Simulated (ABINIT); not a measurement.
Crystal: NaCl.

```
Cl Na
1.0
     3.50219    0.00000    0.00000
     0.00000    3.50219    0.00000
     0.00000    0.00000    3.50219
Cl Na
1 1
Direct
  0.50000 0.50000 0.50000
  0.00000 0.00000 0.00000
```

Measurements of this composition are mostly on another form, of space group No. 225.

Base run:

| Property | Result |
| --- | --- |
| Program | ABINIT 10.8.3 (patched build) |
| Functional | PBEsol |
| Potentials or basis | JTH PAW PBE v2.0 |
| Cutoff | 1225 eV |
| k mesh | 10 × 10 × 10 |
| Occupations | fermi-dirac, width 0.05 eV |
| Spin | no spin polarisation |

Its results: band gap on the k mesh 3.83 eV, indirect (least direct gap 4.33 eV); pressure -1.2 GPa.

Problem. After a change of settings the same cell gave: band gap on the k mesh 3.88 eV, indirect (least direct gap 4.33 eV); pressure -1.2 GPa. Which change was it?
A. k mesh from 10 × 10 × 10 to 5 × 5 × 5
B. functional from PBEsol to PBE
C. functional from PBEsol to revPBE; k mesh from 10 × 10 × 10 to 8 × 8 × 8
D. functional from PBEsol to RPBE; k mesh from 10 × 10 × 10 to 8 × 8 × 8

Solution. A.

Caveats: the PAW data sets were made with another functional, which shifts forces and pressure a little; an odd mesh through Γ misses points on the zone boundary, where band edges often lie (some runs).
